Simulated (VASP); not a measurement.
# ZnS (F-43m) in VASP: further runs, part 2 of 2

VASP 6.6.1.

## (3) Dielectric tensor, PBE

INCAR

```
PREC     = Accurate       # precision mode
ENCUT    = 500            # plane-wave cutoff, eV
EDIFF    = 1E-8           # SCF threshold, eV
ISMEAR   = 0              # smearing method
SIGMA    = 0.01           # smearing width, eV
LREAL    = False          # projectors in reciprocal space
LASPH    = True           # aspherical terms in the spheres
NELM     = 100            # most SCF steps
ALGO     = Normal         # electronic algorithm
ISIF     = 2              # what is computed and relaxed
LWAVE    = False          # write WAVECAR
LCHARG   = False          # write CHGCAR
GGA      = PE             # functional
LEPSILON = True           # dielectric tensor by DFPT
```

KPOINTS

```
regular mesh
0
Gamma
  7 7 7
```

POSCAR

```
ZnS
1.0
    0.0000000000      2.7020000000      2.7020000000
    2.7020000000      0.0000000000      2.7020000000
    2.7020000000      2.7020000000      0.0000000000
Zn S
1 1
Direct
    0.7500000000      0.7500000000      0.7500000000
    0.0000000000      0.0000000000      0.0000000000
```

Potentials or basis: VASP PAW PBE potentials, release 64 (Zn, S).

Launch:

```
cat potpaw_PBE.64/Zn/POTCAR potpaw_PBE.64/S/POTCAR > POTCAR
mpirun -np 1 vasp_std > vasp.out
```

OUTCAR:

```text
PREC = Accurate
   ENCUT = 500
   EDIFF = 1E-8
   ISMEAR = 0
   LREAL = False
   LASPH = True
   NELM = 100
   ISIF = 2
   GGA = PE
   LEPSILON = True

 Found     20 irreducible k-points:

 Following reciprocal coordinates:
            Coordinates               Weight
  0.000000  0.000000  0.000000      1.000000
  0.142857  0.000000  0.000000      8.000000
  0.285714  0.000000  0.000000      8.000000
  0.428571  0.000000  0.000000      8.000000
  0.142857  0.142857  0.000000      6.000000
  0.285714  0.142857  0.000000     24.000000
   k-points           NKPTS =     20   k-points in BZ     NKDIM =     20   number of bands    NBANDS=     13
   number of dos      NEDOS =    301   number of ions     NIONS =      2
   total plane-waves  NPLWV =  21952
   dimension x,y,z NGX =    28 NGY =   28 NGZ =   28
   dimension x,y,z NGXF=    56 NGYF=   56 NGZF=   56
   ions per type =               1   1
   NGX,Y,Z   is equivalent  to a cutoff of  12.18, 12.18, 12.18 a.u.
   NGXF,Y,Z  is equivalent  to a cutoff of  24.36, 24.36, 24.36 a.u.
 SYSTEM =  unknown system
   PREC   = accura    normal or accurate (medium, high low for compatibility)
   ISTART =      0    job   : 0-new  1-cont  2-samecut
   ICHARG =      2    charge: 1-file 2-atom 10-const
   ISPIN  =      1    spin polarized calculation?
   LNONCOLLINEAR =      F non collinear calculations
   LSORBIT =      F    spin-orbit coupling
   LASPH  =      T    aspherical Exc in radial PAW
   ENCUT  =  500.0 eV  36.75 Ry    6.06 a.u.   6.97  6.97  6.97*2*pi/ulx,y,z
   NELM   =    100;   NELMIN=  2; NELMDL= -5     # of ELM steps
   EDIFF  = 0.1E-07   stopping-criterion for ELM
   LREAL  =      F    real-space projection
   EDIFFG = 0.1E-06   stopping-criterion for IOM
   NSW    =      0    number of steps for IOM
   IBRION =     -1    ionic relax: 0-MD 1-quasi-New 2-CG
   NFREE  =      0    steps in history (QN), initial steepest desc. (CG)
   ISIF   =      2    stress and relaxation
   ISYM   =      2    0-nonsym 1-usesym 2-fastsym
   POTIM  = 0.5000    time-step for ionic-motion
   TEBEG  =    0.0;   TEEND  =   0.0 temperature during run
   PSTRESS=    0.0 pullay stress
[... 170 lines left out ...]
          -0.000000    -0.000000     6.479814
 ------------------------------------------------------

 Free energy of the ion-electron system (eV)
  ---------------------------------------------------
  ---------------------------------------------------
  free energy    TOTEN  =        -0.60108082 eV

  energy without entropy =       -0.60108082

------------------------ aborting loop because EDIFF is reached ----------------------------------------

--------------------------------------- Ionic step        2  -------------------------------------------

------------------------ aborting loop because EDIFF is reached ----------------------------------------

--------------------------------------- Ionic step        3  -------------------------------------------

 Free energy of the ion-electron system (eV)
  ---------------------------------------------------
  ---------------------------------------------------
  free energy    TOTEN  =        -0.60108102 eV

  energy without entropy =       -0.60108102

------------------------ aborting loop because EDIFF is reached ----------------------------------------

 PIEZOELECTRIC TENSOR FIELD DIRECTION 3  (e Angst)
 -----------------------------------------------------------------------------
    -0.00079 -1.66620  0.00000           (  0.00000  0.02725  0.00000)
    -1.66620 -0.00079  0.00000           (  0.02725  0.00000  0.00000)
     0.00000  0.00000  0.00003           (  0.00000  0.00000 -0.00000)

 PIEZOELECTRIC TENSOR FIELD DIRECTION 3  (C/m^2)
 -----------------------------------------------------------------------------
    -0.00032 -0.67663  0.00000
    -0.67663 -0.00032  0.00000
     0.00000  0.00000  0.00001

 MACROSCOPIC STATIC DIELECTRIC TENSOR (including local field effects in DFT)
 ------------------------------------------------------
           6.097985    -0.000000     0.000000
          -0.000000     6.097985    -0.000000
           0.000000     0.000000     6.097985
 ------------------------------------------------------

 PIEZOELECTRIC TENSOR (including local field effects)  for field in x, y, z        (e  Angst)
          XX          YY          ZZ          XY          YZ          ZX
  --------------------------------------------------------------------------------
  x    -0.00000    -0.00000     0.00000     0.00000    -1.68913     0.00000
  y    -0.00000     0.00000     0.00000    -0.00000    -0.00000    -1.68913
  z     0.00000    -0.00000     0.00000    -1.68913    -0.00000     0.00000

 PIEZOELECTRIC TENSOR (including local field effects)  for field in x, y, z        (C/m^2)
          XX          YY          ZZ          XY          YZ          ZX
  --------------------------------------------------------------------------------
  x    -0.00000    -0.00000     0.00000     0.00000    -0.68594     0.00000
  y    -0.00000     0.00000     0.00000    -0.00000    -0.00000    -0.68594
  z     0.00000    -0.00000     0.00000    -0.68594    -0.00000     0.00000

 BORN EFFECTIVE CHARGES (including local field effects) (in |e|, cummulative output)
 ---------------------------------------------------------------------------------
 ion    1
    1     2.02912     0.00000     0.00000
    2     0.00000     2.02912    -0.00000
    3     0.00000     0.00000     2.02912
 ion    2
    1    -2.02912     0.00000    -0.00000
    2    -0.00000    -2.02912     0.00000
    3     0.00000    -0.00000    -2.02912
```

OSZICAR:

```text
N       E                     dE             d eps       ncg     rms          rms(c)
DAV:   1     0.786709244680E+02    0.78671E+02   -0.86768E+03   520   0.158E+03
DAV:   2    -0.180541397305E+01   -0.80476E+02   -0.75773E+02   565   0.270E+02
DAV:   3    -0.720813630857E+01   -0.54027E+01   -0.53735E+01   645   0.686E+01
[... 11 lines left out ...]
RMM:   7    -0.600981483246E+00   -0.10153E-02   -0.66651E-05  2906   0.452E-02    0.290E-03
RMM:   8    -0.601072269198E+00   -0.90786E-04   -0.51599E-06  3030   0.101E-02    0.181E-03
RMM:   9    -0.601070977049E+00    0.12921E-05   -0.93417E-07  2962   0.392E-03    0.561E-04
RMM:  10    -0.601080412104E+00   -0.94351E-05    0.60032E-07  3061   0.951E-04    0.225E-04
RMM:  11    -0.601083323835E+00   -0.29117E-05   -0.85135E-07  2742   0.385E-04    0.117E-04
RMM:  12    -0.601080906089E+00    0.24177E-05    0.44109E-07  2603   0.235E-04    0.149E-05
RMM:  13    -0.601081024450E+00   -0.11836E-06   -0.31542E-07  1726   0.840E-05    0.550E-06
```

stdout:

```text
POSCAR found type information on POSCAR ZnS
 POSCAR found :  2 types and       2 ions
 scaLAPACK will be used
 LDA part: xc-table for (Slater+PW92), standard interpolation
 POSCAR, INCAR and KPOINTS ok, starting setup
 FFT: planning ... GRIDC
 FFT: planning ... GRID_SOFT
 FFT: planning ... GRID
 WAVECAR not read
 entering main loop
 Linear response reoptimize wavefunctions to high precision
 Linear response G [H, r] |phi>, progress :
  Direction:   1
 Linear response G [H, r] |phi>, progress :
  Direction:   2
 Linear response G [H, r] |phi>, progress :
  Direction:   3
 Linear response to external field (no local field effect), progress :
  Direction:   1
 dielectric tensor                  component  1 :     7.366     2.771     0.742
 Linear response to external field (no local field effect), progress :
  Direction:   2
 dielectric tensor                  component  2 :     2.771     7.565    -0.940
 Linear response to external field (no local field effect), progress :
  Direction:   3
 dielectric tensor                  component  3 :     0.739    -0.939     4.508
 Linear response to external field, progress :
  Direction:   1
 dielectric tensor                  component  1 :     6.098     1.299     0.619
 Linear response to external field, progress :
  Direction:   2
 dielectric tensor                  component  2 :     1.290     6.098     0.449
 Linear response to external field, progress :
  Direction:   3
 dielectric tensor                  component  3 :     0.980     0.939     6.098
 Born effective charges drift removed
```

It took 1.7 min on 1 thread of Intel Xeon Platinum 8488C (Sapphire Rapids), shared host; peak memory 0.22 GiB.

These settings aren't checked as converged: the numbers below hold their error.

Results:

* Band gap on the k mesh: 2.11 eV, direct
* Electronic dielectric tensor (diagonal): 6.10
* Born charges (mean of the diagonal): Zn +2.03; S -2.03 e
